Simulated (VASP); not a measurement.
A run of VASP 6.6.1 is set up as follows.

File INCAR:

```
PREC = Accurate
ENCUT = 520
EDIFF = 1E-6
ISMEAR = 0
SIGMA = 0.1
LREAL = False
LASPH = True
NELM = 100
ALGO = Normal
ISIF = 2
LWAVE = False
LCHARG = False
GGA = PE
NBANDS = 15
```

The input KPOINTS:

```
regular mesh
0
Gamma
  16 16 16
```

POSCAR

```
ZrC
1.0
    0.0000000000      2.4658168299      2.4658168299
    2.4658168299      0.0000000000      2.4658168299
    2.4658168299      2.4658168299      0.0000000000
Zr C
1 1
Direct
    0.5000000000      0.5000000000      0.5000000000
    0.0000000000      0.0000000000      0.0000000000
```

Potentials or basis: VASP PAW PBE potentials, release 64 (Zr_sv, C).

Launch:

```console
$ cat potpaw_PBE.64/Zr_sv/POTCAR potpaw_PBE.64/C/POTCAR > POTCAR
$ mpirun -np 1 vasp_std > vasp.out
```

Q: Predict the band gap on the k mesh.

A: None (metal or under the smearing width).

Q: Predict the pressure.

A: -23.1 GPa.

Caveat: so large a pressure means that the cell lies far from this level's equilibrium, or that cutoff or potentials fall short.
